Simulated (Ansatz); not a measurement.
Write the native input for Ansatz 0.2.0 that does the following.

| Property | Result |
| --- | --- |
| Task | single point |
| Functional | PBE |
| Potentials or basis | Ansatz PAW |
| Cutoff | 420 eV (not typed: the program's choice for these potentials) |
| k mesh | 11 × 11 × 11 |
| Occupations | gaussian, width 0.014 eV |
| Spin | collinear spin, ferromagnetic start |
| Starting moments | [3.0, 0.0] μB |

FeO (Wuestite):

```xyz
2
Lattice="0.0000 2.1554 2.1554 2.1554 0.0000 2.1554 2.1554 2.1554 0.0000" Properties=species:S:1:pos:R:3 pbc="T T T"
Fe    0.0000    0.0000    0.0000
O     2.1554    2.1554    2.1554
```

One way to write it, as run:

input.yaml

```yaml
crystal:
  lattice:
    - [0.0, 2.1554, 2.1554]
    - [2.1554, 0.0, 2.1554]
    - [2.1554, 2.1554, 0.0]
  atoms:
    - { symbol: Fe, position: [0.0, 0.0, 0.0], spin: 3.0 }
    - { symbol: O, position: [0.5, 0.5, 0.5] }
hamiltonian:
  xc: pbe
  pseudopotentials: { kind: paw }
magnetization:
  spin_polarized: true
kpoints:
  mp_grid: { grid: [11, 11, 11] }
scf:
  occupations: { method: gaussian, width: 0.014 }
output:
  forces: true
  stress: true
  eigenvalues: true
  write_density: true
  write_potential: true
  elf: true
  volumetric_format: npy
```

Potentials or basis: Ansatz PAW.

The run is started by

```sh
$ ansatz run input.yaml --threads 2 --pin off --max-ram 5632MiB --backend cpu --events-out ev --progress --plain --runs-dir out
```

Results of the run:

```
Pressure               : -0.3 GPa
Band gap on the k mesh : none (metal or under the smearing width)
Net moment             : 4.00 μB per cell
Absolute moment        : 4.01 μB per cell
Site moments           : Fe +3.45; O +0.32 μB
```

Caveat: the pressure holds a Pulay correction of +0.6 GPa for the finite cutoff; a cell with one magnetic atom can't hold antiferromagnetic order, which such compounds often take; semilocal functionals often make such compounds metallic where correlation or magnetic order opens a gap, which also shifts bond lengths.

Run time: 2.7 s on 2 threads of Intel(R) Xeon(R) Platinum 8259CL CPU @ 2.50GHz (Skylake/Cascade Lake), with other jobs on the host, peak memory 0.38 GiB.
